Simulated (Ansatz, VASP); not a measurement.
# GaSb in two plane-wave programs, part 2 of 4

Wanted: the spread between two codes on one cell, functional and k mesh. Of the first pair: The structure shown is the start of the Ansatz relaxation below; VASP solves that cell, so the two are compared at the walk's first step.

VASP 6.6.1 and Ansatz 0.2.0.

So far: Starting point; Ansatz: relaxation, LDA.

## 3. VASP: single point, LDA, start cell, pair 1

Level of this step: LDA; plane waves and PAW (Ga_d, Sb) (VASP).

The same cell, functional (in two slightly different forms), mesh and smearing now go to VASP, with its own data sets.

Lines of VASP's logs that name or quote its potential files are left out, and so is its time.

INCAR

```
SYSTEM = GaSb
PREC = Accurate
ENCUT = 400
EDIFF = 1E-06
NELM = 120
ISMEAR = 0
SIGMA = 0.015
LREAL = .FALSE.
ALGO = Normal
GGA = PW92
NBANDS = 15
LORBIT = 11
LWAVE = .FALSE.
LCHARG = .FALSE.
ISIF = 2
ISYM = 2
LASPH = .TRUE.
GGA_COMPAT = .FALSE.
EFERMI = MIDGAP
KPAR = 2
```

POSCAR

```
GaSb
1.0
   -0.0620790000      2.9656570000      3.0642410000
    2.9656570000     -0.0620790000      3.0642410000
    2.9035780000      2.9035780000      0.0000000000
Ga Sb
1 1
Direct
    0.0023532744      0.0023532744      0.9976694561
    0.7476468072      0.7476468072      0.7523759233
```

KPOINTS

```
Points of the shifted mesh
1728
Reciprocal
 0.0416666667  0.0416666667  0.0416666667 1
 0.0416666667  0.0416666667  0.1250000000 1
 0.0416666667  0.0416666667  0.2083333333 1
 0.0416666667  0.0416666667  0.2916666667 1
 0.0416666667  0.0416666667  0.3750000000 1
 0.0416666667  0.0416666667  0.4583333333 1
 0.0416666667  0.0416666667  0.5416666667 1
 0.0416666667  0.0416666667  0.6250000000 1
 0.0416666667  0.0416666667  0.7083333333 1
 0.0416666667  0.0416666667  0.7916666667 1
 0.0416666667  0.0416666667  0.8750000000 1
 0.0416666667  0.0416666667  0.9583333333 1
 0.0416666667  0.1250000000  0.0416666667 1
 0.0416666667  0.1250000000  0.1250000000 1
 0.0416666667  0.1250000000  0.2083333333 1
 0.0416666667  0.1250000000  0.2916666667 1
 0.0416666667  0.1250000000  0.3750000000 1
 0.0416666667  0.1250000000  0.4583333333 1
 0.0416666667  0.1250000000  0.5416666667 1
 0.0416666667  0.1250000000  0.6250000000 1
 0.0416666667  0.1250000000  0.7083333333 1
 0.0416666667  0.1250000000  0.7916666667 1
 0.0416666667  0.1250000000  0.8750000000 1
 0.0416666667  0.1250000000  0.9583333333 1
 0.0416666667  0.2083333333  0.0416666667 1
 0.0416666667  0.2083333333  0.1250000000 1
 0.0416666667  0.2083333333  0.2083333333 1
 0.0416666667  0.2083333333  0.2916666667 1
 0.0416666667  0.2083333333  0.3750000000 1
 0.0416666667  0.2083333333  0.4583333333 1
 0.0416666667  0.2083333333  0.5416666667 1
 0.0416666667  0.2083333333  0.6250000000 1
 0.0416666667  0.2083333333  0.7083333333 1
 0.0416666667  0.2083333333  0.7916666667 1
 0.0416666667  0.2083333333  0.8750000000 1
 0.0416666667  0.2083333333  0.9583333333 1
 0.0416666667  0.2916666667  0.0416666667 1
 0.0416666667  0.2916666667  0.1250000000 1
 0.0416666667  0.2916666667  0.2083333333 1
 0.0416666667  0.2916666667  0.2916666667 1
 0.0416666667  0.2916666667  0.3750000000 1
 0.0416666667  0.2916666667  0.4583333333 1
 0.0416666667  0.2916666667  0.5416666667 1
 0.0416666667  0.2916666667  0.6250000000 1
 0.0416666667  0.2916666667  0.7083333333 1
 0.0416666667  0.2916666667  0.7916666667 1
 0.0416666667  0.2916666667  0.8750000000 1
 0.0416666667  0.2916666667  0.9583333333 1
 0.0416666667  0.3750000000  0.0416666667 1
 0.0416666667  0.3750000000  0.1250000000 1
 0.0416666667  0.3750000000  0.2083333333 1
 0.0416666667  0.3750000000  0.2916666667 1
 0.0416666667  0.3750000000  0.3750000000 1
 0.0416666667  0.3750000000  0.4583333333 1
 0.0416666667  0.3750000000  0.5416666667 1
 0.0416666667  0.3750000000  0.6250000000 1
 0.0416666667  0.3750000000  0.7083333333 1
 0.0416666667  0.3750000000  0.7916666667 1
 0.0416666667  0.3750000000  0.8750000000 1
 0.0416666667  0.3750000000  0.9583333333 1
 0.0416666667  0.4583333333  0.0416666667 1
 0.0416666667  0.4583333333  0.1250000000 1
 0.0416666667  0.4583333333  0.2083333333 1
 0.0416666667  0.4583333333  0.2916666667 1
 0.0416666667  0.4583333333  0.3750000000 1
 0.0416666667  0.4583333333  0.4583333333 1
 0.0416666667  0.4583333333  0.5416666667 1
 0.0416666667  0.4583333333  0.6250000000 1
 0.0416666667  0.4583333333  0.7083333333 1
 0.0416666667  0.4583333333  0.7916666667 1
 0.0416666667  0.4583333333  0.8750000000 1
 0.0416666667  0.4583333333  0.9583333333 1
 0.0416666667  0.5416666667  0.0416666667 1
 0.0416666667  0.5416666667  0.1250000000 1
 0.0416666667  0.5416666667  0.2083333333 1
 0.0416666667  0.5416666667  0.2916666667 1
 0.0416666667  0.5416666667  0.3750000000 1
 0.0416666667  0.5416666667  0.4583333333 1
 0.0416666667  0.5416666667  0.5416666667 1
 0.0416666667  0.5416666667  0.6250000000 1
 0.0416666667  0.5416666667  0.7083333333 1
 0.0416666667  0.5416666667  0.7916666667 1
 0.0416666667  0.5416666667  0.8750000000 1
 0.0416666667  0.5416666667  0.9583333333 1
 0.0416666667  0.6250000000  0.0416666667 1
 0.0416666667  0.6250000000  0.1250000000 1
 0.0416666667  0.6250000000  0.2083333333 1
 0.0416666667  0.6250000000  0.2916666667 1
 0.0416666667  0.6250000000  0.3750000000 1
 0.0416666667  0.6250000000  0.4583333333 1
 0.0416666667  0.6250000000  0.5416666667 1
 0.0416666667  0.6250000000  0.6250000000 1
 0.0416666667  0.6250000000  0.7083333333 1
 0.0416666667  0.6250000000  0.7916666667 1
 0.0416666667  0.6250000000  0.8750000000 1
 0.0416666667  0.6250000000  0.9583333333 1
 0.0416666667  0.7083333333  0.0416666667 1
 0.0416666667  0.7083333333  0.1250000000 1
 0.0416666667  0.7083333333  0.2083333333 1
 0.0416666667  0.7083333333  0.2916666667 1
 0.0416666667  0.7083333333  0.3750000000 1
 0.0416666667  0.7083333333  0.4583333333 1
 0.0416666667  0.7083333333  0.5416666667 1
 0.0416666667  0.7083333333  0.6250000000 1
 0.0416666667  0.7083333333  0.7083333333 1
 0.0416666667  0.7083333333  0.7916666667 1
 0.0416666667  0.7083333333  0.8750000000 1
 0.0416666667  0.7083333333  0.9583333333 1
 0.0416666667  0.7916666667  0.0416666667 1
 0.0416666667  0.7916666667  0.1250000000 1
 0.0416666667  0.7916666667  0.2083333333 1
 0.0416666667  0.7916666667  0.2916666667 1
[... 1390 lines left out ...]
 0.8750000000  0.4583333333  0.1250000000 1
 0.8750000000  0.4583333333  0.2083333333 1
 0.8750000000  0.4583333333  0.2916666667 1
 0.8750000000  0.4583333333  0.3750000000 1
 0.8750000000  0.4583333333  0.4583333333 1
 0.8750000000  0.4583333333  0.5416666667 1
 0.8750000000  0.4583333333  0.6250000000 1
 0.8750000000  0.4583333333  0.7083333333 1
 0.8750000000  0.4583333333  0.7916666667 1
 0.8750000000  0.4583333333  0.8750000000 1
 0.8750000000  0.4583333333  0.9583333333 1
 0.8750000000  0.5416666667  0.0416666667 1
 0.8750000000  0.5416666667  0.1250000000 1
 0.8750000000  0.5416666667  0.2083333333 1
 0.8750000000  0.5416666667  0.2916666667 1
 0.8750000000  0.5416666667  0.3750000000 1
 0.8750000000  0.5416666667  0.4583333333 1
 0.8750000000  0.5416666667  0.5416666667 1
 0.8750000000  0.5416666667  0.6250000000 1
 0.8750000000  0.5416666667  0.7083333333 1
 0.8750000000  0.5416666667  0.7916666667 1
 0.8750000000  0.5416666667  0.8750000000 1
 0.8750000000  0.5416666667  0.9583333333 1
 0.8750000000  0.6250000000  0.0416666667 1
 0.8750000000  0.6250000000  0.1250000000 1
 0.8750000000  0.6250000000  0.2083333333 1
 0.8750000000  0.6250000000  0.2916666667 1
 0.8750000000  0.6250000000  0.3750000000 1
 0.8750000000  0.6250000000  0.4583333333 1
 0.8750000000  0.6250000000  0.5416666667 1
 0.8750000000  0.6250000000  0.6250000000 1
 0.8750000000  0.6250000000  0.7083333333 1
 0.8750000000  0.6250000000  0.7916666667 1
 0.8750000000  0.6250000000  0.8750000000 1
 0.8750000000  0.6250000000  0.9583333333 1
 0.8750000000  0.7083333333  0.0416666667 1
 0.8750000000  0.7083333333  0.1250000000 1
 0.8750000000  0.7083333333  0.2083333333 1
 0.8750000000  0.7083333333  0.2916666667 1
 0.8750000000  0.7083333333  0.3750000000 1
 0.8750000000  0.7083333333  0.4583333333 1
 0.8750000000  0.7083333333  0.5416666667 1
 0.8750000000  0.7083333333  0.6250000000 1
 0.8750000000  0.7083333333  0.7083333333 1
 0.8750000000  0.7083333333  0.7916666667 1
 0.8750000000  0.7083333333  0.8750000000 1
 0.8750000000  0.7083333333  0.9583333333 1
 0.8750000000  0.7916666667  0.0416666667 1
 0.8750000000  0.7916666667  0.1250000000 1
 0.8750000000  0.7916666667  0.2083333333 1
 0.8750000000  0.7916666667  0.2916666667 1
 0.8750000000  0.7916666667  0.3750000000 1
 0.8750000000  0.7916666667  0.4583333333 1
 0.8750000000  0.7916666667  0.5416666667 1
 0.8750000000  0.7916666667  0.6250000000 1
 0.8750000000  0.7916666667  0.7083333333 1
 0.8750000000  0.7916666667  0.7916666667 1
 0.8750000000  0.7916666667  0.8750000000 1
 0.8750000000  0.7916666667  0.9583333333 1
 0.8750000000  0.8750000000  0.0416666667 1
 0.8750000000  0.8750000000  0.1250000000 1
 0.8750000000  0.8750000000  0.2083333333 1
 0.8750000000  0.8750000000  0.2916666667 1
 0.8750000000  0.8750000000  0.3750000000 1
 0.8750000000  0.8750000000  0.4583333333 1
 0.8750000000  0.8750000000  0.5416666667 1
 0.8750000000  0.8750000000  0.6250000000 1
 0.8750000000  0.8750000000  0.7083333333 1
 0.8750000000  0.8750000000  0.7916666667 1
 0.8750000000  0.8750000000  0.8750000000 1
 0.8750000000  0.8750000000  0.9583333333 1
 0.8750000000  0.9583333333  0.0416666667 1
 0.8750000000  0.9583333333  0.1250000000 1
 0.8750000000  0.9583333333  0.2083333333 1
 0.8750000000  0.9583333333  0.2916666667 1
 0.8750000000  0.9583333333  0.3750000000 1
 0.8750000000  0.9583333333  0.4583333333 1
 0.8750000000  0.9583333333  0.5416666667 1
 0.8750000000  0.9583333333  0.6250000000 1
 0.8750000000  0.9583333333  0.7083333333 1
 0.8750000000  0.9583333333  0.7916666667 1
 0.8750000000  0.9583333333  0.8750000000 1
 0.8750000000  0.9583333333  0.9583333333 1
 0.9583333333  0.0416666667  0.0416666667 1
 0.9583333333  0.0416666667  0.1250000000 1
 0.9583333333  0.0416666667  0.2083333333 1
 0.9583333333  0.0416666667  0.2916666667 1
 0.9583333333  0.0416666667  0.3750000000 1
 0.9583333333  0.0416666667  0.4583333333 1
 0.9583333333  0.0416666667  0.5416666667 1
 0.9583333333  0.0416666667  0.6250000000 1
 0.9583333333  0.0416666667  0.7083333333 1
 0.9583333333  0.0416666667  0.7916666667 1
 0.9583333333  0.0416666667  0.8750000000 1
 0.9583333333  0.0416666667  0.9583333333 1
 0.9583333333  0.1250000000  0.0416666667 1
 0.9583333333  0.1250000000  0.1250000000 1
 0.9583333333  0.1250000000  0.2083333333 1
 0.9583333333  0.1250000000  0.2916666667 1
 0.9583333333  0.1250000000  0.3750000000 1
 0.9583333333  0.1250000000  0.4583333333 1
 0.9583333333  0.1250000000  0.5416666667 1
 0.9583333333  0.1250000000  0.6250000000 1
 0.9583333333  0.1250000000  0.7083333333 1
 0.9583333333  0.1250000000  0.7916666667 1
 0.9583333333  0.1250000000  0.8750000000 1
 0.9583333333  0.1250000000  0.9583333333 1
 0.9583333333  0.2083333333  0.0416666667 1
 0.9583333333  0.2083333333  0.1250000000 1
 0.9583333333  0.2083333333  0.2083333333 1
 0.9583333333  0.2083333333  0.2916666667 1
 0.9583333333  0.2083333333  0.3750000000 1
 0.9583333333  0.2083333333  0.4583333333 1
 0.9583333333  0.2083333333  0.5416666667 1
 0.9583333333  0.2083333333  0.6250000000 1
 0.9583333333  0.2083333333  0.7083333333 1
 0.9583333333  0.2083333333  0.7916666667 1
 0.9583333333  0.2083333333  0.8750000000 1
 0.9583333333  0.2083333333  0.9583333333 1
 0.9583333333  0.2916666667  0.0416666667 1
 0.9583333333  0.2916666667  0.1250000000 1
 0.9583333333  0.2916666667  0.2083333333 1
 0.9583333333  0.2916666667  0.2916666667 1
 0.9583333333  0.2916666667  0.3750000000 1
 0.9583333333  0.2916666667  0.4583333333 1
 0.9583333333  0.2916666667  0.5416666667 1
 0.9583333333  0.2916666667  0.6250000000 1
 0.9583333333  0.2916666667  0.7083333333 1
 0.9583333333  0.2916666667  0.7916666667 1
 0.9583333333  0.2916666667  0.8750000000 1
 0.9583333333  0.2916666667  0.9583333333 1
 0.9583333333  0.3750000000  0.0416666667 1
 0.9583333333  0.3750000000  0.1250000000 1
 0.9583333333  0.3750000000  0.2083333333 1
 0.9583333333  0.3750000000  0.2916666667 1
 0.9583333333  0.3750000000  0.3750000000 1
 0.9583333333  0.3750000000  0.4583333333 1
 0.9583333333  0.3750000000  0.5416666667 1
 0.9583333333  0.3750000000  0.6250000000 1
 0.9583333333  0.3750000000  0.7083333333 1
 0.9583333333  0.3750000000  0.7916666667 1
 0.9583333333  0.3750000000  0.8750000000 1
 0.9583333333  0.3750000000  0.9583333333 1
 0.9583333333  0.4583333333  0.0416666667 1
 0.9583333333  0.4583333333  0.1250000000 1
 0.9583333333  0.4583333333  0.2083333333 1
 0.9583333333  0.4583333333  0.2916666667 1
 0.9583333333  0.4583333333  0.3750000000 1
 0.9583333333  0.4583333333  0.4583333333 1
 0.9583333333  0.4583333333  0.5416666667 1
 0.9583333333  0.4583333333  0.6250000000 1
 0.9583333333  0.4583333333  0.7083333333 1
 0.9583333333  0.4583333333  0.7916666667 1
 0.9583333333  0.4583333333  0.8750000000 1
 0.9583333333  0.4583333333  0.9583333333 1
 0.9583333333  0.5416666667  0.0416666667 1
 0.9583333333  0.5416666667  0.1250000000 1
 0.9583333333  0.5416666667  0.2083333333 1
 0.9583333333  0.5416666667  0.2916666667 1
 0.9583333333  0.5416666667  0.3750000000 1
 0.9583333333  0.5416666667  0.4583333333 1
 0.9583333333  0.5416666667  0.5416666667 1
 0.9583333333  0.5416666667  0.6250000000 1
 0.9583333333  0.5416666667  0.7083333333 1
 0.9583333333  0.5416666667  0.7916666667 1
 0.9583333333  0.5416666667  0.8750000000 1
 0.9583333333  0.5416666667  0.9583333333 1
 0.9583333333  0.6250000000  0.0416666667 1
 0.9583333333  0.6250000000  0.1250000000 1
 0.9583333333  0.6250000000  0.2083333333 1
 0.9583333333  0.6250000000  0.2916666667 1
 0.9583333333  0.6250000000  0.3750000000 1
 0.9583333333  0.6250000000  0.4583333333 1
 0.9583333333  0.6250000000  0.5416666667 1
 0.9583333333  0.6250000000  0.6250000000 1
 0.9583333333  0.6250000000  0.7083333333 1
 0.9583333333  0.6250000000  0.7916666667 1
 0.9583333333  0.6250000000  0.8750000000 1
 0.9583333333  0.6250000000  0.9583333333 1
 0.9583333333  0.7083333333  0.0416666667 1
 0.9583333333  0.7083333333  0.1250000000 1
 0.9583333333  0.7083333333  0.2083333333 1
 0.9583333333  0.7083333333  0.2916666667 1
 0.9583333333  0.7083333333  0.3750000000 1
 0.9583333333  0.7083333333  0.4583333333 1
 0.9583333333  0.7083333333  0.5416666667 1
 0.9583333333  0.7083333333  0.6250000000 1
 0.9583333333  0.7083333333  0.7083333333 1
 0.9583333333  0.7083333333  0.7916666667 1
 0.9583333333  0.7083333333  0.8750000000 1
 0.9583333333  0.7083333333  0.9583333333 1
 0.9583333333  0.7916666667  0.0416666667 1
 0.9583333333  0.7916666667  0.1250000000 1
 0.9583333333  0.7916666667  0.2083333333 1
 0.9583333333  0.7916666667  0.2916666667 1
 0.9583333333  0.7916666667  0.3750000000 1
 0.9583333333  0.7916666667  0.4583333333 1
 0.9583333333  0.7916666667  0.5416666667 1
 0.9583333333  0.7916666667  0.6250000000 1
 0.9583333333  0.7916666667  0.7083333333 1
 0.9583333333  0.7916666667  0.7916666667 1
 0.9583333333  0.7916666667  0.8750000000 1
 0.9583333333  0.7916666667  0.9583333333 1
 0.9583333333  0.8750000000  0.0416666667 1
 0.9583333333  0.8750000000  0.1250000000 1
 0.9583333333  0.8750000000  0.2083333333 1
 0.9583333333  0.8750000000  0.2916666667 1
 0.9583333333  0.8750000000  0.3750000000 1
 0.9583333333  0.8750000000  0.4583333333 1
 0.9583333333  0.8750000000  0.5416666667 1
 0.9583333333  0.8750000000  0.6250000000 1
 0.9583333333  0.8750000000  0.7083333333 1
 0.9583333333  0.8750000000  0.7916666667 1
 0.9583333333  0.8750000000  0.8750000000 1
 0.9583333333  0.8750000000  0.9583333333 1
 0.9583333333  0.9583333333  0.0416666667 1
 0.9583333333  0.9583333333  0.1250000000 1
 0.9583333333  0.9583333333  0.2083333333 1
 0.9583333333  0.9583333333  0.2916666667 1
 0.9583333333  0.9583333333  0.3750000000 1
 0.9583333333  0.9583333333  0.4583333333 1
 0.9583333333  0.9583333333  0.5416666667 1
 0.9583333333  0.9583333333  0.6250000000 1
 0.9583333333  0.9583333333  0.7083333333 1
 0.9583333333  0.9583333333  0.7916666667 1
 0.9583333333  0.9583333333  0.8750000000 1
 0.9583333333  0.9583333333  0.9583333333 1
```

Potentials, in the order of the species: Ga_d and Sb (LDA family, release 64).

On the command line:

```bash
$ mpirun -np 2 vasp_std
```

Output:

```text
[banner, memory and clock lines left out]
running    2 mpi-ranks, on    1 nodes
 distrk:  each k-point on    1 cores,    2 groups
 distr:  one band on    1 cores,    1 groups

 POSCAR found type information on POSCAR GaSb
 POSCAR found :  2 types and       2 ions
|                                                                             |
|               ----> ADVICE to this user running VASP <----                  |
|                                                                             |
|     You enforced a specific xc type in the INCAR file but a different       |
|     [... a line on the potential file left out ...]
|     I HOPE YOU KNOW WHAT YOU ARE DOING!                                     |
|                                                                             |

 LDA part: xc-table for (Slater(with rela. corr.)+PW92), standard interpolation
 POSCAR, INCAR and KPOINTS ok, starting setup
 FFT: planning ... GRIDC
 FFT: planning ... GRID_SOFT
 FFT: planning ... GRID
 WAVECAR not read
 entering main loop
       N       E                     dE             d eps       ncg     rms          rms(c)
DAV:   1     0.742861752494E+02    0.74286E+02   -0.76871E+03 52639   0.130E+03
DAV:   2    -0.310996124439E+01   -0.77396E+02   -0.74853E+02 60709   0.273E+02
DAV:   3    -0.867702095448E+01   -0.55671E+01   -0.55537E+01 61668   0.638E+01
DAV:   4    -0.877271356199E+01   -0.95693E-01   -0.95678E-01 65052   0.953E+00
DAV:   5    -0.877501789665E+01   -0.23043E-02   -0.23043E-02 65818   0.128E+00    0.354E+00
DAV:   6    -0.867727643137E+01    0.97741E-01   -0.78316E-02 77053   0.454E+00    0.207E+00
DAV:   7    -0.863797595127E+01    0.39300E-01   -0.59444E-02 59582   0.194E+00    0.300E-01
DAV:   8    -0.863780073838E+01    0.17521E-03   -0.53129E-03 65185   0.879E-01    0.112E-01
DAV:   9    -0.863786325834E+01   -0.62520E-04   -0.38103E-04 61014   0.171E-01    0.390E-02
DAV:  10    -0.863785611223E+01    0.71461E-05   -0.21808E-05 67252   0.388E-02    0.128E-02
DAV:  11    -0.863785863064E+01   -0.25184E-05   -0.41844E-06 59792   0.186E-02    0.534E-03
DAV:  12    -0.863785860418E+01    0.26453E-07   -0.19148E-07 38303   0.336E-03
   1 F= -.86378586E+01 E0= -.86378586E+01  d E =-.298592E-36
```

[end of part 2 of 4]

[Lines on the potential files, build, host, timing and source positions are cut from VASP's logs without a mark.]

[Logs are printed without paths, hosts, clocks, repeated set-up lines and the standing remarks that a program may print on its own settings, such as how far it seeks lower states.]

[Hosts, paths, dates, database ids (printed as entryN), source tags and the programs' standing remarks are cut or masked in the printed files.]
